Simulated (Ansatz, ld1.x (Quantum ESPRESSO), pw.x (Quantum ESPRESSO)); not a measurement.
## pw.x on bcc Al: one setting changed

Potential: PAW, ld1.x (Quantum ESPRESSO) 7.5, PBE; core [Ne], reference 3s1 3p0; waves: 3s (bound): rcut 1.60, rcutus 2.05 bohr; 3s channel at 3 Ry: rcut 1.60, rcutus 2.05 bohr; 3p (bound, empty): rcut 1.95, rcutus 2.20 bohr; 3p channel at -0.75 Ry: rcut 1.95, rcutus 2.20 bohr; 3d channel at 0.05 Ry: rcut 1.85, rcutus 2.15 bohr; 3d channel at 1.95 Ry: rcut 1.85, rcutus 2.15 bohr; local part: all-electron potential smoothed inside 1.70 bohr (lloc = -1); core correction: Bessel-smoothed model core inside 1.00 bohr; augmentation: PSQ, radius 1.80 bohr.

The reference run (k-mesh 14³, cutoffs 40/320 Ry, Fermi–Dirac 0.01 Ry, mixing_beta 0.4, conv_thr 1e-9, no spin) gives 0.35 GPa at 16.945 Å³/atom, where all-electron LAPW gives 0.07 GPa. This run, with its own iteration cap, changes k-mesh points per axis to 20.

```
&control
  calculation='scf', prefix='x', pseudo_dir='./', outdir='./tmp', tstress=.true., disk_io='none'
/
&system
  ibrav=0, nat=1, ntyp=1, ecutwfc=40, ecutrho=320, nbnd=8,
  occupations='smearing', smearing='fd', degauss=0.01
/
&electrons
  conv_thr=1e-09, mixing_beta=0.4, electron_maxstep=60
/
ATOMIC_SPECIES
Al 1.0 Al.UPF
CELL_PARAMETERS angstrom
  -1.61805716 1.61805716 1.61805716
  1.61805716 -1.61805716 1.61805716
  1.61805716 1.61805716 -1.61805716
ATOMIC_POSITIONS crystal
Al 0.0000 0.0000 0.0000
K_POINTS automatic
20 20 20 0 0 0
```

```bash
pw.x < Al.scf.in > Al.scf.out
```

How does the run end?

It converges in 7 iterations; the free energy moves by +3.8 meV/atom and the pressure by -0.08 GPa.

```
Message from routine setup:
     using ibrav=0 with symmetry is DISCOURAGED, use correct ibrav instead
     lattice parameter (alat)  =       5.2961  a.u.
     unit-cell volume          =     114.3505 (a.u.)^3
     number of electrons       =         3.00
     number of Kohn-Sham states=            8
     kinetic-energy cutoff     =      40.0000  Ry
     charge density cutoff     =     320.0000  Ry
     scf convergence threshold =      1.0E-09
     Exchange-correlation= SLA  PW   PBX  PBC
     number of k points=   256  Fermi-Dirac smearing, width (Ry)=  0.0100
     iteration #  1     ecut=    40.00 Ry     beta= 0.40
     total energy              =     -39.55636980 Ry
     estimated scf accuracy    <       0.06897344 Ry
     iteration #  2     ecut=    40.00 Ry     beta= 0.40
     total energy              =     -39.54970532 Ry
     estimated scf accuracy    <       0.02434399 Ry
     iteration #  3     ecut=    40.00 Ry     beta= 0.40
     total energy              =     -39.55015987 Ry
     estimated scf accuracy    <       0.00005440 Ry
     iteration #  4     ecut=    40.00 Ry     beta= 0.40
     c_bands:  1 eigenvalues not converged
     total energy              =     -39.55016591 Ry
     estimated scf accuracy    <       0.00000393 Ry
     iteration #  5     ecut=    40.00 Ry     beta= 0.40
     total energy              =     -39.55016627 Ry
     estimated scf accuracy    <       0.00000008 Ry
     iteration #  6     ecut=    40.00 Ry     beta= 0.40
     total energy              =     -39.55016629 Ry
     estimated scf accuracy    <          1.0E-09 Ry
     iteration #  7     ecut=    40.00 Ry     beta= 0.40
     the Fermi energy is     7.6577 ev
!    total energy              =     -39.55016629 Ry
     estimated scf accuracy    <          5.2E-10 Ry
     smearing contrib. (-TS)   =      -0.00194464 Ry
     The total energy is F=E-TS. E is the sum of the following terms:
     one-electron contribution =       3.11226683 Ry
     hartree contribution      =       0.00293451 Ry
     xc contribution           =     -13.72490463 Ry
     ewald contribution        =      -5.35586600 Ry
     one-center paw contrib.   =     -23.58265236 Ry
     convergence has been achieved in   7 iterations
          total   stress  (Ry/bohr**3)                   (kbar)     P=        2.67
     Message from routine punch:
     Nothing written, as per user request (disk_io='none')
```

The run took about 16 s on one core of a shared host (Neoverse-V1, 32 threads, 247 GiB, load 20).
